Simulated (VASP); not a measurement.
# CoO (P3m1) in VASP: a series of runs

The runs below take CoO through single point, with PBE.

Everything below comes from runs of VASP 6.6.1. Logs are shortened: lines on timing, memory, paths and dates and some standing lists are left out, and cuts for length are marked.

### 1 The crystal as given

The structure is hexagonal, space group P6_3mc (No. 186). Conventional cell: a = 3.198 Å, b = 3.198 Å, c = 5.229 Å, α = 90.00°, β = 90.00°, γ = 120.00°. Around Co (site symmetry 3m) lie 4 O at 1.93 to 1.97 Å. O (site symmetry 3m) is surrounded by 4 Co at 1.93 to 1.97 Å.

Measurements of this composition are mostly on another form, of space group No. 225.

### 2 Single point, PBE, collinear spin, ferromagnetic start

Contents of INCAR:

```
ADDGRID = F ; ALGO = Normal
EDIFF = 1E-6 ; ENCUT = 550
GGA = PE ; ISIF = 2
ISMEAR = 0 ; ISPIN = 2
LASPH = T ; LCHARG = F
LMAXMIX = 4 ; LORBIT = 11
LREAL = Auto ; LWAVE = F
MAGMOM = 2 2 0 0 ; NELM = 100
PREC = Accurate ; SIGMA = 0.05
```

Contents of KPOINTS:

```
k-points
0
Gamma
  7 7 4
```

Contents of POSCAR:

```
CoO
1.0
    3.1976457435      0.0000000000      0.0000000000
   -1.5988228718      2.7692424462      0.0000000000
    0.0000000000      0.0000000000      5.2287097100
Co O
2 2
Direct
    0.3333333333      0.6666666667      0.5033624100
    0.0000000000      0.0000000000      0.0034741400
    0.3333333333      0.6666666667      0.8715556000
    0.0000000000      0.0000000000      0.3716088500
```

Potentials or basis: VASP PAW PBE potentials, release 64 (Co, O).

Command:

```
cat potpaw_PBE.64/Co/POTCAR potpaw_PBE.64/O/POTCAR > POTCAR
mpirun -np 1 vasp_std > vasp.out
```

OUTCAR:

```text
EDIFF = 1E-6
   ENCUT = 550
   GGA = PE
   ISIF = 2
   ISMEAR = 0
   ISPIN = 2
   LASPH = T
   LORBIT = 11
   LREAL = Auto
   NELM = 100
   PREC = Accurate

 Found     28 irreducible k-points:

 Following reciprocal coordinates:
            Coordinates               Weight
  0.000000  0.000000  0.000000      1.000000
  0.142857  0.000000  0.000000      6.000000
  0.285714  0.000000  0.000000      6.000000
  0.428571  0.000000  0.000000      6.000000
  0.142857  0.142857  0.000000      6.000000
  0.285714  0.142857  0.000000     12.000000
   k-points           NKPTS =     28   k-points in BZ     NKDIM =     28   number of bands    NBANDS=     21
   number of dos      NEDOS =    301   number of ions     NIONS =      4
   total plane-waves  NPLWV =  23040
   dimension x,y,z NGX =    24 NGY =   24 NGZ =   40
   dimension x,y,z NGXF=    48 NGYF=   48 NGZF=   80
   ions per type =               2   2
   NGX,Y,Z   is equivalent  to a cutoff of  12.48, 12.48, 12.72 a.u.
   NGXF,Y,Z  is equivalent  to a cutoff of  24.96, 24.96, 25.44 a.u.
 SYSTEM =  unknown system
   PREC   = accura    normal or accurate (medium, high low for compatibility)
   ISTART =      0    job   : 0-new  1-cont  2-samecut
   ICHARG =      2    charge: 1-file 2-atom 10-const
   ISPIN  =      2    spin polarized calculation?
   LNONCOLLINEAR =      F non collinear calculations
   LSORBIT =      F    spin-orbit coupling
   LASPH  =      T    aspherical Exc in radial PAW
   ENCUT  =  550.0 eV  40.42 Ry    6.36 a.u.   6.11  6.11 10.00*2*pi/ulx,y,z
   NELM   =    100;   NELMIN=  2; NELMDL= -5     # of ELM steps
   EDIFF  = 0.1E-05   stopping-criterion for ELM
   LREAL  =      T    real-space projection
   EDIFFG = 0.1E-04   stopping-criterion for IOM
   NSW    =      0    number of steps for IOM
   IBRION =     -1    ionic relax: 0-MD 1-quasi-New 2-CG
   NFREE  =      0    steps in history (QN), initial steepest desc. (CG)
   ISIF   =      2    stress and relaxation
   ISYM   =      2    0-nonsym 1-usesym 2-fastsym
   POTIM  = 0.5000    time-step for ionic-motion
   TEBEG  =    0.0;   TEEND  =   0.0 temperature during run
   PSTRESS=    0.0 pullay stress
   NELECT =      30.0000    total number of electrons
   NUPDOWN=      -1.0000    fix difference up-down
   EMIN   =  10.00;   EMAX   =-10.00  energy-range for DOS
   EFERMI =   0.00;   METHOD = LEGACY
   ISMEAR =     0;   SIGMA  =   0.05  broadening in eV -4-tet -1-fermi 0-gaus
   EFERMI_NEDOS =   21; number of points for ismear=-14 and -15
   IALGO  =     38    algorithm
   IMIX   =      4    mixing-type and parameters
     AMIX     =   0.40;   BMIX     =  1.00
     AMIX_MAG =   1.60;   BMIX_MAG =  1.00
  volume/ion in A,a.u.               =      11.58        78.11
  Fermi-wavevector in a.u.,A,eV,Ry     =   1.416620  2.677023 27.304329  2.006812
  Thomas-Fermi vector in A             =   2.537935
   LORBIT       =     11    0 simple, 1 ext, 2 COOP (PROOUT), +10 PAW based schemes
   GGA     = PE    functional components
   LHFCALC =     F    Hartree Fock is set to
   AEXX    =    0.0000 exact exchange contribution
   IVDW    =     0    specifies the selected vdW correction
   LEPSILON=     F    determine dielectric tensor
   LRPA    =     F    only Hartree local field effects (RPA)
 spin polarized calculation
 Gauss-broadening in eV      SIGMA  =   0.05
  energy-cutoff  :      550.00
  volume of cell :       46.30
 maximum number of plane-waves:      1376
   NGX = 13   NGY = 13   NGZ = 19

 number of electron      30.0000008 magnetization       5.9168238

 Free energy of the ion-electron system (eV)
  ---------------------------------------------------
  ext. energy  EPLUGINS =         0.00000000
  ---------------------------------------------------
  free energy    TOTEN  =       -26.62013815 eV

  energy without entropy =      -26.61807472  energy(sigma->0) =      -26.61910643

 E-fermi :   6.0454     XC(G=0): -11.1097

 val. band max:        6.0248751935   @ k =   0.0000   0.0000   0.2500
 cond. band min:       6.0738260337   @ k =   0.1429   0.0000   0.0000
 fundamental gap:      0.0489508402
 Fermi energy:         6.0453774430

 spin component 1

 k-point     1 :       0.0000    0.0000    0.0000
  band No.  band energies     occupation
      1     -13.9642      1.00000
      2     -13.3341      1.00000
      3      -0.9954      1.00000
      4      -0.2198      1.00000
      5      -0.0586      1.00000
      6      -0.0586      1.00000
[... 13 lines left out ...]
     20      11.4010      0.00000
     21      13.0031      0.00000

 k-point     2 :       0.1429    0.0000    0.0000
  band No.  band energies     occupation
      1     -13.8637      1.00000
      2     -13.2909      1.00000
      3      -0.8044      1.00000
      4      -0.3124      1.00000
      5      -0.1347      1.00000
      6       0.0020      1.00000
[... 13 lines left out ...]
     20      12.1507      0.00000
     21      13.0807      0.00000

 k-point     3 :       0.2857    0.0000    0.0000
  band No.  band energies     occupation
      1     -13.6211      1.00000
      2     -13.2039      1.00000
      3      -0.7597      1.00000
      4      -0.3376      1.00000
      5      -0.1066      1.00000
      6       0.1285      1.00000
[... 13 lines left out ...]
     20      13.0359      0.00000
     21      13.8647      0.00000

 k-point     4 :       0.4286    0.0000    0.0000
  band No.  band energies     occupation
      1     -13.3926      1.00000
      2     -13.1613      1.00000
      3      -0.8438      1.00000
      4      -0.5572      1.00000
      5       0.1064      1.00000
      6       0.2123      1.00000
[... 13 lines left out ...]
     20      12.7916      0.00000
     21      13.0809      0.00000

 k-point     5 :       0.1429    0.1429    0.0000
  band No.  band energies     occupation
      1     -13.6917      1.00000
      2     -13.2260      1.00000
      3      -0.5868      1.00000
      4      -0.5122      1.00000
      5      -0.0162      1.00000
      6       0.0481      1.00000
[... 13 lines left out ...]
     20      12.9697      0.00000
     21      13.5497      0.00000

 k-point     6 :       0.2857    0.1429    0.0000
  band No.  band energies     occupation
      1     -13.4514      1.00000
      2     -13.1653      1.00000
      3      -0.7343      1.00000
      4      -0.3696      1.00000
      5       0.0418      1.00000
      6       0.1625      1.00000
[... 13 lines left out ...]
     20      13.0656      0.00000
     21      14.1456      0.00000

 [... further k-points ...]

 spin component 2

 k-point     1 :       0.0000    0.0000    0.0000
  band No.  band energies     occupation
      1     -13.3979      1.00000
      2     -12.7346      1.00000
      3      -0.4498      1.00000
      4       1.0989      1.00000
      5       1.2480      1.00000
      6       1.2480      1.00000
[... 13 lines left out ...]
     20      12.0009      0.00000
     21      13.9418      0.00000

 k-point     2 :       0.1429    0.0000    0.0000
  band No.  band energies     occupation
      1     -13.2928      1.00000
      2     -12.6888      1.00000
      3      -0.2564      1.00000
      4       0.8434      1.00000
      5       1.1326      1.00000
      6       1.2203      1.00000
[... 13 lines left out ...]
     20      12.8091      0.00000
     21      14.0352      0.00000

 k-point     3 :       0.2857    0.0000    0.0000
  band No.  band energies     occupation
      1     -13.0382      1.00000
      2     -12.5964      1.00000
      3       0.0836      1.00000
      4       0.3098      1.00000
      5       0.6718      1.00000
      6       1.2835      1.00000
[... 13 lines left out ...]
     20      14.1231      0.00000
     21      14.5164      0.00000

 k-point     4 :       0.4286    0.0000    0.0000
  band No.  band energies     occupation
      1     -12.7963      1.00000
      2     -12.5513      1.00000
      3      -0.1610      1.00000
      4       0.1058      1.00000
      5       0.7563      1.00000
      6       1.3464      1.00000
[... 13 lines left out ...]
     20      13.5562      0.00000
     21      14.2229      0.00000

 k-point     5 :       0.1429    0.1429    0.0000
  band No.  band energies     occupation
      1     -13.1125      1.00000
      2     -12.6199      1.00000
      3       0.0680      1.00000
      4       0.3879      1.00000
      5       0.8841      1.00000
      6       1.1880      1.00000
[... 13 lines left out ...]
     20      13.9812      0.00000
     21      14.2641      0.00000

 k-point     6 :       0.2857    0.1429    0.0000
  band No.  band energies     occupation
      1     -12.8589      1.00000
      2     -12.5553      1.00000
      3       0.0288      1.00000
      4       0.3296      1.00000
      5       0.7098      1.00000
      6       1.1928      1.00000
[... 13 lines left out ...]
     20      14.1699      0.00000
     21      14.9382      0.00000

 [... further k-points ...]

------------------------ aborting loop because EDIFF is reached ----------------------------------------

  FORCE on cell =-STRESS in cart. coord.  units (eV):
  Direction    XX          YY          ZZ          XY          YZ          ZX
  --------------------------------------------------------------------------------------
  -------------------------------------------------------------------------------------
  Total        0.1514652      0.1514652      1.1264185     -0.0000000      0.0000000      0.0000000
  in kB        5.2412815      5.2412815     38.9784455     -0.0000000      0.0000000      0.0000000
  external PRESSURE =      16.4870028 kB  Pullay stress =       0.0000000 kB

 VOLUME and BASIS-vectors are now :
 -----------------------------------------------------------------------------
  energy-cutoff  :      550.00
  volume of cell :       46.30
      direct lattice vectors                 reciprocal lattice vectors
     3.197645743  0.000000000  0.000000000     0.312730077  0.180554794  0.000000000
    -1.598822872  2.769242446  0.000000000     0.000000000  0.361109588  0.000000000
     0.000000000  0.000000000  5.228709710     0.000000000  0.000000000  0.191251773

 POSITION                                       TOTAL-FORCE (eV/Angst)
 -----------------------------------------------------------------------------------
     -0.00000      1.84616      2.63194         0.000000      0.000000     -0.311877
      0.00000      0.00000      0.01817         0.000000      0.000000     -0.316748
     -0.00000      1.84616      4.55711        -0.000000      0.000000      0.315212
      0.00000      0.00000      1.94303         0.000000     -0.000000      0.313413
 -----------------------------------------------------------------------------------
    total drift:                               -0.000000     -0.000001     -0.056274

  FREE ENERGIE OF THE ION-ELECTRON SYSTEM (eV)
  ---------------------------------------------------
  free  energy   TOTEN  =       -26.6201381505 eV

  energy  without entropy=      -26.6180747152  energy(sigma->0) =      -26.61910643

 total charge

# of ion       s       p       d       tot
------------------------------------------
    1        0.349   0.435   7.189   7.972
    2        0.349   0.435   7.189   7.972
    3        1.548   3.449   0.000   4.997
    4        1.548   3.449   0.000   4.998
--------------------------------------------------
tot          3.794   7.768  14.378  25.939

 magnetization (x)

# of ion       s       p       d       tot
------------------------------------------
    1        0.016   0.060   2.441   2.518
    2        0.016   0.060   2.442   2.518
    3        0.022   0.297   0.000   0.319
    4        0.022   0.297   0.000   0.319
--------------------------------------------------
tot          0.076   0.715   4.883   5.674
```

Run time: 1.8 min. Hardware: 1 thread of Intel Xeon Platinum 8375C at 2.90GHz (Ice Lake), shared host; peak memory 0.19 GiB.

These settings aren't checked as converged: the numbers below hold their error.

What came out:

| Property | Result |
| --- | --- |
| Free energy | -26.6201 eV |
| Pressure | 1.6 GPa |
| Largest force | 0.317 eV/Å |
| Band gap on the k mesh | none (metal or under the smearing width) |
| Net moment | 5.92 μB per cell |
| Site moments | Co +2.52; O +0.32 μB |
| Valence electrons inside the program's atomic spheres | Co 7.97; O 5.00 |

Caveat: semilocal functionals often make such compounds metallic where correlation or magnetic order opens a gap, which also shifts bond lengths.

(Continued in part 2 of 2.)
